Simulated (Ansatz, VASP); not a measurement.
# SnO2: VASP beside Ansatz

Aim: how closely do two programs agree when they are given the same cell, functional and k mesh? The cell is taken from a series of VASP runs on this material, whose earlier steps may have relaxed, scaled or displaced it; both programs get it as it stands.

Program: Ansatz 0.2.0. Level of theory: plane waves, with VASP 6.6.1 beside it; relaxation of cell and atoms at LDA. Results are calculated unless marked as measured.

### Step 1. Starting point

The structure is tetragonal, space group P4_2/mnm (No. 136). The conventional cell has a = 4.729 Å, b = 4.729 Å, c = 3.197 Å, α = 90.00°, β = 90.00°, γ = 90.00°. Nearest to Sn lie 6 O at 2.05 to 2.06 Å. Nearest to O lie 3 Sn at 2.05 to 2.06 Å. Farther neighbours and most contacts between anions are not listed.

As a file:

```cif
data_structure
_symmetry_space_group_name_H-M 'P 1'
_symmetry_Int_Tables_number 1
_cell_length_a 4.7288
_cell_length_b 4.7288
_cell_length_c 3.1970
_cell_angle_alpha 90.000
_cell_angle_beta 90.000
_cell_angle_gamma 90.000
_cell_volume 71.49
loop_
_atom_site_label
_atom_site_type_symbol
_atom_site_fract_x
_atom_site_fract_y
_atom_site_fract_z
_atom_site_occupancy
Sn1 Sn 0.50000 0.50000 0.50000 1
Sn2 Sn 0.00000 0.00000 0.00000 1
O3 O 0.80606 0.19394 0.50000 1
O4 O 0.69394 0.69394 0.00000 1
O5 O 0.19394 0.80606 0.50000 1
O6 O 0.30606 0.30606 0.00000 1
```

### Step 2. Ansatz: relaxation of cell and atoms, LDA

Ansatz runs on its default PAW (the set named soft_2) files.

The relaxed volume is the usual yardstick between codes: its relative difference is about their pressure difference at one cell divided by the bulk modulus.

Contents of input.yaml:

```yaml
crystal:
  lattice:
    - [4.7288323339, 0.0, 0.0]
    - [0.0, 4.7288323339, 0.0]
    - [0.0, 0.0, 3.1970343222]
  atoms:
    - { symbol: Sn, position: [0.5, 0.5, 0.5] }
    - { symbol: Sn, position: [0.0, 0.0, 0.0] }
    - { symbol: O, position: [0.8060627816, 0.1939372184, 0.5] }
    - { symbol: O, position: [0.6939372184, 0.6939372184, 0.0] }
    - { symbol: O, position: [0.1939372184, 0.8060627816, 0.5] }
    - { symbol: O, position: [0.3060627816, 0.3060627816, 0.0] }
hamiltonian:
  xc: lda
  pseudopotentials: { kind: paw }
kpoints:
  mp_grid: { grid: [6, 6, 6] }
scf:
  occupations: { method: gaussian, width: 0.03 }
relax:
  f_tol: 0.01
  max_steps: 60
  cell: { stress_tol: 0.05 }
output:
  forces: true
  stress: true
```

Started as:

```console
$ ansatz run input.yaml --threads 4 --pin off --max-ram 9216MiB --backend cpu --events-out ev --progress --plain --runs-dir out
```

Numbers of over 12 decimals in the logs are rounded to 6 here.

The log of the run:

```text
Engine: ansatz 0.2.0, aarch64-unknown-linux-gnu
Pseudopotentials: kind: paw
Pseudopotential: Sn, paw, valence charge 14, recommended cutoff 420 eV (normal), Sn.paw.azcp
Pseudopotential: O, paw, valence charge 6, recommended cutoff 420 eV (normal), O.paw.azcp
Functional definition: SPW92
  exchange = slater_x
  correlation = pw_c
Crystal: 6 atoms, lattice volume = 71.492 Å³
Basis set: ecut = 420 eV, 1411 PW (Γ)
Bands: 32, of which v1, the nominal top of the filled ones, is band 26 counted from 1 (25 counted from 0)
Symmetry: 16 space group operations
Space group: P42/mnm (ITA 136), of the structure as read, at distance tolerance 4.2e-5 Å
k-points: 40 of 216
Non-local potential: Sn, projectors of the file, l = 0: 2, l = 1: 2, l = 2: 2, l = 3: 2
Non-local potential: O, projectors of the file, l = 0: 2, l = 1: 2, l = 2: 1
PAW form: soft (Blöchl's): semilocal exchange-correlation on the pseudo side does not see the compensation charge
PAW frozen core: Sn, regenerated for the run's functional, and the local potential with it (the file was generated under x = pbe(κ = 0.804, μ = 0.219515), c = pbe(β = 0.066725))
PAW frozen core: O, regenerated for the run's functional, and the local potential with it (the file was generated under x = pbe(κ = 0.804, μ = 0.219515), c = pbe(β = 0.066725))
PAW one-centre angular grid: Sn, 590 points (default); XC on 64 Gauss nodes
PAW one-centre angular grid: O, 110 points (default); XC on 64 Gauss nodes
Initial density: superposition of atomic densities (neutral atoms: chi_scale 0, normalization atom), corrected by the library's trained network
Initial wavefunctions: pseudopotential atomic-orbital guess
Functional: x = slater, c = lda
SCF iter   1: F=—  HF=-13980.425439 eV  |F-HF|=—  |Δ(HF+E_count)|=         —  Δρ=1.89e-2  dr2=2.12e-1  ethr=1.77e-3  ⟨swp⟩=6.3  Hψ=5691  notcnv=0  defer=2
preconditioner: auto → Resta (q_TF=auto, 2.587 Å⁻¹)  ε∞=3.7  [insulator: Δε(μ)=0.930 eV  Ē_g=19.395 eV  σ=0.030 eV  W_gap=1.00  n_scr=18 (ndim 8)  ℏωp=31.7 eV  f_vac=0.025  D(μ)=0.00/eV (n_scr^D=0)  ε∞_Penn≈3.7]
SCF iter   2: F=—  HF=-13980.363868 eV  |F-HF|=—  |Δ(HF+E_count)|=   6.16e-2  Δρ=4.92e-3  dr2=6.87e-3  ethr=4.08e-4  ⟨swp⟩=2.3  Hψ=2216  notcnv=0  defer=71
SCF iter   3: F=—  HF=-13980.361528 eV  |F-HF|=—  |Δ(HF+E_count)|=   2.34e-3  Δρ=2.11e-3  dr2=1.71e-3  ethr=1.32e-5  ⟨swp⟩=2.1  Hψ=2386  notcnv=0  defer=71
SCF iter   4: F=—  HF=-13980.360972 eV  |F-HF|=—  |Δ(HF+E_count)|=   5.56e-4  Δρ=3.80e-4  dr2=7.02e-5  ethr=3.29e-6  ⟨swp⟩=2.0  Hψ=2143  notcnv=0  defer=71
SCF iter   5: F=—  HF=-13980.360970 eV  |F-HF|=—  |Δ(HF+E_count)|=   2.76e-6  Δρ=7.31e-5  dr2=2.87e-6  ethr=1.35e-7  ⟨swp⟩=1.0  Hψ=1209  notcnv=0  defer=71
SCF iter   6: F=-13980.360970 eV  HF=-13980.360970 eV  |F-HF|=3.26e-8  |Δ(HF+E_count)|=   8.70e-7  Δρ=8.67e-6  dr2=7.47e-8  ethr=1.92e-10  ⟨swp⟩=4.2  Hψ=5670  notcnv=0
SCF 1 converged in 6 iterations: F = -13980.360970 eV  dr2 = 7.47e-8
  greatest PAW one-centre occupation: 0.998 electrons in one spin orbital (limit 2), on the Sn atom at site 0 (counted from 0), in its partial waves of l = 2
relax step   1: F+E_penalty+E_count = -13980.36097045 eV  Δ(F+E_penalty+E_count) = +0.000e0 eV  max|allowed force component| = 1.356e-2 eV/Å  Δτ_max = 0.0000 Å  P = -1.068 GPa  Ω = 71.492 Å³  (6 SCF iters, dr2 threshold 1.00e-7 eV, accepted)
[...]
relax step   2: F+E_penalty+E_count = -13980.36444200 eV  Δ(F+E_penalty+E_count) = -3.472e-3 eV  max|allowed force component| = 2.217e-3 eV/Å  Δτ_max = 0.0000 Å  P = -0.004 GPa  Ω = 71.156 Å³  energy of the carried Pulay correction = +2.323e-3 eV  (4 SCF iters, dr2 threshold 6.00e-7 eV, accepted)
[...]
relax step   3: F+E_penalty+E_count = -13980.36221042 eV  Δ(F+E_penalty+E_count) = +2.232e-3 eV  max|allowed force component| = 2.193e-3 eV/Å  Δτ_max = 0.0000 Å  P = -0.046 GPa  Ω = 71.156 Å³  stress off target by 8.97e-2 GPa  SCF on the basis re-selected at this cell (its energy is not comparable with the rows above)  (6 SCF iters)
[...]
relax step   4: F+E_penalty+E_count = -13980.36230066 eV  Δ(F+E_penalty+E_count) = -9.024e-5 eV  max|allowed force component| = 1.643e-3 eV/Å  Δτ_max = 0.0000 Å  P = +0.000 GPa  Ω = 71.143 Å³  energy of the carried Pulay correction = +8.657e-5 eV  (4 SCF iters, dr2 threshold 2.01e-8 eV, accepted)
[...]
relax step   5: F+E_penalty+E_count = -13980.36217706 eV  Δ(F+E_penalty+E_count) = +1.236e-4 eV  max|allowed force component| = 1.667e-3 eV/Å  Δτ_max = 0.0000 Å  P = -0.001 GPa  Ω = 71.143 Å³  stress off target by 9.38e-3 GPa  SCF on the basis re-selected at this cell (its energy is not comparable with the rows above)  (4 SCF iters)
basis re-selected at this cell: Δ(F+E_penalty+E_count) = +1.236e-4 eV, ΔP = -0.001 GPa vs the last step (what re-selecting the basis moved, of the pressure what is left beyond the Pulay correction that the steps carried, after the strain that the cell walked since its last selection, with what the two solves' SCF thresholds leave and, on support functions, any second-order correction that the steps lacked; it is no m [...]
SCF converged after 4 iterations
Free energy (F): -13980.362177 eV
Harris-Foulkes:  -13980.362177 eV  (|F-HF|=1.82e-12)
Internal energy: -13980.362177 eV  (E = F + TS)
E sigma→0 (E₀):  -13980.362177 eV
Fermi energy:    9.827376 eV
--- Per-component energies (eV) ---
  E_band       = -127.107422
  E_kinetic    = 1081.642562
  E_local      = -2850.290482  (includes V_loc(G=0)·N_el)
  E_nonlocal   = 151.067942
  E_hartree    = 1474.929631
  E_xc         = -1042.093135
  E_vxc        = -564.548508  (∫ρ·V_xc dr)
  E_paw        = -8602.802325  (= ΣΔE_a)
  E_vpaw       = -894.848164  (= ΣTr[D̂ρ^β])
  E_aug_tail   = 0.010191  (compensation charges beyond the density's cutoff)
  E_ewald      = -4194.064045
  E_core_change = 1.237482  (= ΣΔE_core)
  E_smearing   = -0.000000  (= −TS)
  E_closure    = 0.000000  (closes the sum)
  Σ components = -13980.362177   (vs F -13980.362177, Δ=0.00e0)
--- Forces (eV/Å), atoms counted from 1 ---
  atom   1  Sn    -0.00000000     0.00000000     0.00000000
  atom   2  Sn     0.00000000     0.00000000     0.00000000
  atom   3  O      0.00166673    -0.00166673     0.00000000
  atom   4  O     -0.00166673    -0.00166673     0.00000000
  atom   5  O     -0.00166673     0.00166673     0.00000000
  atom   6  O      0.00166673     0.00166673     0.00000000
  max |Σ_I F_I| component: 1.73e-18 eV/Å
--- Stress (GPa, compression-positive) ---
        0.003683       0.000000       0.000000
        0.000000       0.003683       0.000000
        0.000000       0.000000      -0.009385
  P = ⅓ Tr σ = -0.0007 GPa (-0.007 kbar)
--- Relaxed structure (3 steps of the walk, 3 accepted, 2 SCFs on fresh bases) ---
  F+E_penalty+E_count = -13980.36217706 eV   max|allowed force component| = 1.667e-3 eV/Å   (the final SCF, on the basis selected at the relaxed cell)
  cell:  # Å, volume = 71.1432 Å³
    - [4.722024, 0, 0.0]
    - [0, 4.722024, 0.0]
    - [0.0, 0.0, 3.190634]
  atoms:
    - { symbol: Sn, position: [0.5, 0.5, 0.5] }
    - { symbol: Sn, position: [0, 0, 0.0] }
    - { symbol: O, position: [0.806055, 0.193945, 0.5] }
    - { symbol: O, position: [0.693945, 0.693945, 0.0] }
    - { symbol: O, position: [0.193945, 0.806055, 0.5] }
    - { symbol: O, position: [0.306055, 0.306055, 0.0] }
```

It took 4.5 s on 4 threads of Arm Neoverse V2, shared host; peak memory 0.4 GiB.

### Step 3. VASP: relaxation of cell and atoms, LDA

The same cell, functional (in two slightly different forms), mesh and smearing now go to VASP, with its own data sets and cutoff.

Lines of VASP's logs that name or quote its potential files are left out, and so is its time.

Contents of INCAR:

```
SYSTEM = SnO2
PREC = Accurate
ENCUT = 520
EDIFF = 1E-06
NELM = 100
ISMEAR = 0
SIGMA = 0.03
LREAL = .FALSE.
ALGO = Normal
GGA = CA
NBANDS = 32
LORBIT = 11
LWAVE = .FALSE.
LCHARG = .FALSE.
KPAR = 4
IBRION = 2
NSW = 50
ISIF = 3
EDIFFG = -0.004
```

Contents of POSCAR:

```
SnO2
1.0
    4.7288323339      0.0000000000      0.0000000000
    0.0000000000      4.7288323339      0.0000000000
    0.0000000000      0.0000000000      3.1970343222
Sn O
2 4
Direct
    0.5000000000      0.5000000000      0.5000000000
    0.0000000000      0.0000000000      0.0000000000
    0.8060627816      0.1939372184      0.5000000000
    0.6939372184      0.6939372184      0.0000000000
    0.1939372184      0.8060627816      0.5000000000
    0.3060627816      0.3060627816      0.0000000000
```

Contents of KPOINTS:

```
Automatic mesh
0
Gamma
6 6 6
0 0 0
```

The projector-augmented-wave data sets are Sn_d and O (LDA family, release 64).

Started as:

```console
$ mpirun -np 4 vasp_std
```

The log of the run:

```text
[banner, memory and clock lines left out]
running    4 mpi-ranks, on    1 nodes
 distrk:  each k-point on    1 cores,    4 groups
 distr:  one band on    1 cores,    1 groups

 POSCAR found type information on POSCAR SnO
 POSCAR found :  2 types and       6 ions
 LDA part: xc-table for (Slater(with rela. corr.)+CA(PZ))
 , standard interpolation
 POSCAR, INCAR and KPOINTS ok, starting setup
 FFT: planning ... GRIDC
 FFT: planning ... GRID_SOFT
 FFT: planning ... GRID
 WAVECAR not read
 entering main loop
       N       E                     dE             d eps       ncg     rms          rms(c)
DAV:   1     0.638297069042E+03    0.63830E+03   -0.26468E+04  2776   0.254E+03
DAV:   2     0.506119802530E+02   -0.58769E+03   -0.56266E+03  2840   0.682E+02
DAV:   3    -0.436500811661E+02   -0.94262E+02   -0.93099E+02  2936   0.223E+02
DAV:   4    -0.483024283888E+02   -0.46523E+01   -0.46327E+01  3096   0.548E+01
DAV:   5    -0.484443948693E+02   -0.14197E+00   -0.14193E+00  3280   0.980E+00    0.158E+01
DAV:   6    -0.423418518720E+02    0.61025E+01   -0.22169E+01  4200   0.701E+01    0.614E+00
DAV:   7    -0.423742811813E+02   -0.32429E-01   -0.20544E+00  2968   0.839E+00    0.324E+00
DAV:   8    -0.422975511480E+02    0.76730E-01   -0.28777E-01  4008   0.511E+00    0.740E-01
DAV:   9    -0.422811149972E+02    0.16436E-01   -0.65253E-02  4088   0.376E+00    0.132E-01
DAV:  10    -0.422812711954E+02   -0.15620E-03   -0.45517E-03  3648   0.585E-01    0.465E-02
DAV:  11    -0.422812769897E+02   -0.57943E-05   -0.22203E-04  4096   0.201E-01    0.218E-02
DAV:  12    -0.422812808100E+02   -0.38203E-05   -0.23211E-05  3328   0.417E-02    0.155E-02
DAV:  13    -0.422812767009E+02    0.41091E-05   -0.14862E-05  3344   0.493E-02    0.176E-03
DAV:  14    -0.422812768168E+02   -0.11595E-06   -0.14806E-06  2248   0.977E-03
   1 F= -.42281277E+02 E0= -.42281277E+02  d E =-.422813E+02
 curvature:   0.00 expect dE= 0.000E+00 dE for cont linesearch  0.000E+00
 trial: gam= 0.00000 g(F)=  0.138E-06 g(S)=  0.454E-06 ort = 0.000E+00 (trialstep = 0.100E+01)
 search vector abs. value=  0.592E-06
 reached required accuracy - stopping structural energy minimisation
```

OUTCAR, selected parts (step 3):

```text
ion  position               nearest neighbor table
   1  0.500  0.500  0.500-   3 2.05   5 2.05   4 2.06   6 2.06   4 2.06   6 2.06   2 3.71   2 3.71
                             2 3.71   2 3.71   2 3.71   2 3.71   2 3.71   2 3.71
   2  0.000  0.000  0.000-   4 2.05   6 2.05   5 2.06   3 2.06   3 2.06   5 2.06   1 3.71   1 3.71
                             1 3.71   1 3.71   1 3.71   1 3.71   1 3.71   1 3.71
   3  0.806  0.194  0.500-   1 2.05   2 2.06   2 2.06
   4  0.694  0.694  0.000-   2 2.05   1 2.06   1 2.06
   5  0.194  0.806  0.500-   1 2.05   2 2.06   2 2.06
   6  0.306  0.306  0.000-   2 2.05   1 2.06   1 2.06

  LATTYP: Found a simple tetragonal cell.
 ALAT       =     4.7288323339
 C/A-ratio  =     0.6760726743

 Subroutine GETGRP returns: Found 16 space group operations
 (whereof  8 operations were pure point group operations)

The static configuration has the point symmetry D_2h.
 The point group associated with its full space group is D_4h.

 Found     40 irreducible k-points:

   k-points           NKPTS =     40   k-points in BZ     NKDIM =     40   number of bands    NBANDS=     32

   dimension x,y,z NGX =    36 NGY =   36 NGZ =   24
   dimension x,y,z NGXF=    72 NGYF=   72 NGZF=   48

   ENCUT  =  520.0 eV  38.22 Ry    6.18 a.u.   8.79  8.79  5.94*2*pi/ulx,y,z

   NELECT =      52.0000    total number of electrons

 k-points in reciprocal lattice and weights: Automatic mesh
   0.00000000  0.00000000  0.00000000       0.005
   0.16666667  0.00000000  0.00000000       0.019
   0.33333333  0.00000000  0.00000000       0.019
   0.50000000  0.00000000  0.00000000       0.009
   0.16666667  0.16666667  0.00000000       0.019
   0.33333333  0.16666667  0.00000000       0.037
   0.50000000  0.16666667  0.00000000       0.019
   0.33333333  0.33333333  0.00000000       0.019
   0.50000000  0.33333333  0.00000000       0.019
[...]
0.50000000  0.33333333  0.50000000       0.019
   0.50000000  0.50000000  0.50000000       0.005

 average (electrostatic) potential at core
       1 -99.1940       2 -99.1940       3 -68.9844       4 -68.9844       5 -68.9844
       6 -68.9844

 E-fermi :   6.0873

 k-point     1 :       0.0000    0.0000    0.0000
  band No.  band energies     occupation
    ...
     22       4.5949      2.00000
     23       4.5949      2.00000
     24       5.0734      2.00000
     25       5.0734      2.00000
     26       5.8773      2.00000
     27       7.0143      0.00000
     28      11.7880      0.00000
     29      11.9220      0.00000
     30      11.9220      0.00000
     31      15.9684      0.00000
    ...

 k-point     2 :       0.1667    0.0000    0.0000
  band No.  band energies     occupation
    ...
     22       4.5174      2.00000
     23       4.6018      2.00000
     24       4.6184      2.00000
     25       5.0934      2.00000
     26       5.7323      2.00000
     27       7.7156      0.00000
     28      11.5725      0.00000
     29      12.0407      0.00000
     30      12.1734      0.00000
     31      16.2536      0.00000
    ...

 k-point     3 :       0.3333    0.0000    0.0000
  band No.  band energies     occupation
    ...
     22       4.2028      2.00000
     23       4.6191      2.00000
     24       4.6412      2.00000
     25       5.1452      2.00000
     26       5.4230      2.00000
     27       8.9654      0.00000
     28      11.0825      0.00000
     29      12.3850      0.00000
     30      12.5421      0.00000
     31      16.6140      0.00000
    ...

  Total       -0.0053065     -0.0053065     -0.0003706      0.0000000      0.0000000      0.0000000
  in kB       -0.1189225     -0.1189225     -0.0083043      0.0000000      0.0000000      0.0000000
  external PRESSURE =      -0.0820498 kB  Pullay stress =       0.0000000 kB

  energy-cutoff  :      520.00
  volume of cell :       71.49
      direct lattice vectors                 reciprocal lattice vectors
     4.728832334  0.000000000  0.000000000     0.211468694  0.000000000  0.000000000
     0.000000000  4.728832334  0.000000000     0.000000000  0.211468694  0.000000000
     0.000000000  0.000000000  3.197034322     0.000000000  0.000000000  0.312789886

 POSITION                                       TOTAL-FORCE (eV/Angst)
 -----------------------------------------------------------------------------------
      2.36442      2.36442      1.59852         0.000000      0.000000     -0.000000
      0.00000      0.00000      0.00000         0.000000      0.000000     -0.000000
      3.81174      0.91710      1.59852        -0.000598      0.000598     -0.000000
      3.28151      3.28151      0.00000         0.000598      0.000598     -0.000000
      0.91710      3.81174      1.59852         0.000598     -0.000598      0.000000
      1.44732      1.44732      0.00000        -0.000598     -0.000598      0.000000
 -----------------------------------------------------------------------------------
    total drift:                                0.000000      0.000000      0.000000

  FREE ENERGIE OF THE ION-ELECTRON SYSTEM (eV)
  ---------------------------------------------------
  free  energy   TOTEN  =       -42.2812768168 eV

  energy  without entropy=      -42.2812768168  energy(sigma->0) =      -42.28127682

 reached required accuracy - stopping structural energy minimisation

 total charge
# of ion       s       p       d       tot
------------------------------------------
    1        0.894   1.124  10.389  12.407
    2        0.894   1.124  10.389  12.407
    3        1.549   3.493   0.000   5.042
    4        1.549   3.493   0.000   5.042
    5        1.549   3.493   0.000   5.042
    6        1.549   3.493   0.000   5.042
--------------------------------------------------
tot          7.984  16.222  20.777  44.983

[... 3 further parts left out ...]
```

CONTCAR:

```
SnO2
   1.00000000000000
     4.7288323338999998    0.0000000000000000    0.0000000000000000
     0.0000000000000000    4.7288323338999998    0.0000000000000000
     0.0000000000000000    0.0000000000000000    3.1970343221999999
  Sn              O
     2     4
Direct
     0.5000000000000000    0.5000000000000000    0.5000000000000000
     0.0000000000000000    0.0000000000000000    0.0000000000000000
     0.8060627815999979    0.1939372184000021    0.5000000000000000
     0.6939372184000021    0.6939372184000021    0.0000000000000000
     0.1939372184000021    0.8060627815999979    0.5000000000000000
     0.3060627815999979    0.3060627815999979    0.0000000000000000
```

The run keeps the 16 symmetry operations of its start, so it cannot find a distortion of lower symmetry.

### Step 4. Differences

Known differences besides the potentials themselves: the two LDA forms differ slightly; both relaxations stop at a tolerance, which leaves soft axes loose, and VASP keeps its plane-wave basis; the cutoff is 420 eV in Ansatz and 520 eV in VASP; VASP's log shows a relativistic correction to its local exchange, Ansatz's none; Ansatz adds a Pulay correction to the stress that steers its cell, VASP none. Total energies have different zeros and are not compared.

Compared:

| quantity | Ansatz | VASP | difference |
| --- | --- | --- | --- |
| volume (Å³) | 71.14 | 71.49 | -0.49 % |
| edge a after relaxation, in the typed setting (Å) | 4.722 | 4.729 | -0.14 % |
| edge c after relaxation, in the typed setting (Å) | 3.191 | 3.197 | -0.20 % |

The walks stopped with 0.00 GPa left in Ansatz and -0.01 GPa in VASP; each walk ends within a tolerance, so the volume difference is uncertain by about these residues over the bulk modulus, most in soft cells.

### Step 5. Summary of results

* difference in volume (relaxation of cell and atoms, LDA): -0.49 %

**Reading.** The difference in volume is -0.49 % (relaxation of cell and atoms, LDA), within the 1.2 % picked in this series as the mark of a large difference, as far as the stopping tolerances let one tell. How closely two codes agree says nothing of how well the functional describes the real material.

[Lines on the potential files, build, host, timing and source positions are cut from VASP's logs without a mark.]

[Logs are printed without paths, hosts, clocks, repeated set-up lines and the standing remarks that a program may print on its own settings, such as how far it seeks lower states.]

[Hosts, paths, dates, database ids (printed as entryN), source tags and the programs' standing remarks are cut or masked in the printed files.]
